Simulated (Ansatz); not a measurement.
(021) slab cut from the bulk of C, R-3m (No. 166); the slab's formula is C:

```
CELL_PARAMETERS angstrom
2.45891 0.00000 0.00000
-1.22946 7.23113 0.00000
0.00000 0.00000 26.30243
ATOMIC_POSITIONS crystal
C 0.86655 0.73310 0.28514
C 0.36177 0.72354 0.31200
C 0.60932 0.21864 0.32543
C 0.10454 0.20909 0.35229
C 0.35209 0.70419 0.36572
C 0.84732 0.69463 0.39257
C 0.09487 0.18974 0.40600
C 0.59009 0.18018 0.43286
C 0.83764 0.67528 0.44629
C 0.33286 0.66573 0.47314
C 0.58041 0.16083 0.48657
C 0.07564 0.15127 0.51343
C 0.32319 0.64637 0.52686
C 0.81841 0.63682 0.55371
C 0.06596 0.13192 0.56714
C 0.56118 0.12236 0.59400
C 0.80873 0.61747 0.60743
C 0.30396 0.60791 0.63428
C 0.55151 0.10301 0.64771
C 0.04673 0.09346 0.67457
C 0.29428 0.58856 0.68800
C 0.78950 0.57900 0.71486
```

Theory: Ansatz 0.2.0, DFT PBEsol, scalar-relativistic, plane waves, PAW. Settings: cutoff 420 eV, Γ-centred mesh 14×5×1 on the computed 22-atom cell, Gaussian smearing of 0.05 eV; no spin polarisation. The cell repeats along c with a dipole correction in the vacuum.

Problem. What forces act on the atoms?

Solution.
| atom | Fx (eV/Å) | Fy (eV/Å) | Fz (eV/Å) |
| --- | --- | --- | --- |
| C1 | 0.000 | -0.167 | 2.105 |
| C2 | 0.000 | 0.304 | -2.949 |
| C3 | 0.000 | -0.155 | 1.824 |
| C4 | 0.000 | 0.212 | -2.814 |
| C5 | 0.000 | -0.108 | 0.959 |
| C6 | 0.000 | 0.024 | -0.255 |
| C7 | 0.000 | -0.099 | 1.059 |
| C8 | 0.000 | 0.034 | -0.291 |
| C9 | 0.000 | -0.011 | 0.161 |
| C10 | 0.000 | 0.008 | -0.093 |
| C11 | 0.000 | -0.025 | 0.249 |
| C12 | 0.000 | 0.025 | -0.249 |
| C13 | 0.000 | -0.008 | 0.093 |
| C14 | 0.000 | 0.011 | -0.161 |
| C15 | 0.000 | -0.034 | 0.291 |
| C16 | 0.000 | 0.099 | -1.059 |
| C17 | 0.000 | -0.024 | 0.255 |
| C18 | 0.000 | 0.108 | -0.959 |
| C19 | 0.000 | -0.212 | 2.814 |
| C20 | 0.000 | 0.155 | -1.824 |
| C21 | 0.000 | -0.304 | 2.949 |
| C22 | 0.000 | 0.167 | -2.105 |

Cost: 1 run of about 3.7 core-minutes, on Arm Neoverse V2 (shared hosts).